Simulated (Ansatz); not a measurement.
Worked example: the enthalpy of C2H3Cl3 + C4H10O → C2H4Cl2 + C4H9ClO

Species: C2H3Cl3 (1,1,2-trichloroethane) `ClCC(Cl)Cl`, singlet; C4H10O (diethyl ether) `CCOCC`, singlet; C2H4Cl2 (1,1-dichloroethane) `CC(Cl)Cl`, singlet; C4H9ClO (2-chloroethyl ethyl ether) `CCOCCCl`, singlet. The partners trade Cl for H; both sit on C, so the bond types are kept.

Shapes, held fixed at every level: PBE0-D4/def2-TZVP. Flexible molecules stand in one conformer, not always the lowest. Programs: Ansatz 0.2.0. The zero-point and thermal terms to 298 K, harmonic and unscaled (PBE0-D4/def2-TZVP), stand in the table.

At r2SCAN0-D4/def2-TZVPP; 1 Eh = 2625.50 kJ/mol:

```
species   energy (Eh)  H(298 K) − E (kJ/mol)  tabulated ΔfH (kJ/mol)
C2H3Cl3  -1458.534891                  146.0                  -151.3
 C4H10O   -233.589019                  379.4                  -252.1
C2H4Cl2   -998.958412                  166.2                  -127.4
C4H9ClO   -693.170103                  360.0                  -301.3
```

Work out the reaction enthalpy at 298 K from the calculation and from the table of heats.


1. Electronic: (-998.958412) + (-693.170103) − [(-1458.534891) + (-233.589019)] = -0.004605 Eh = -12.1 kJ/mol.
2. Zero-point and thermal: (166.2) + (360.0) − [(146.0) + (379.4)] = +0.8 kJ/mol.
3. Computed ΔH = -11.3 kJ/mol.
4. From the heats of formation (Active Thermochemical Tables, CRC Handbook of Chemistry and Physics): (-127.4) + (-301.3) − [(-151.3) + (-252.1)] = -25.3 kJ/mol.
5. Computed less tabulated: +14.0 kJ/mol. Tabulated heats carry uncertainties of their own. The tabulated value of C4H9ClO is in doubt (older tables, estimates, or at odds with other calculations) and kept here. A CCSD(T) estimate of the basis-set limit misses the table by more than it usually does here, so one of the tabulated heats may be at fault.
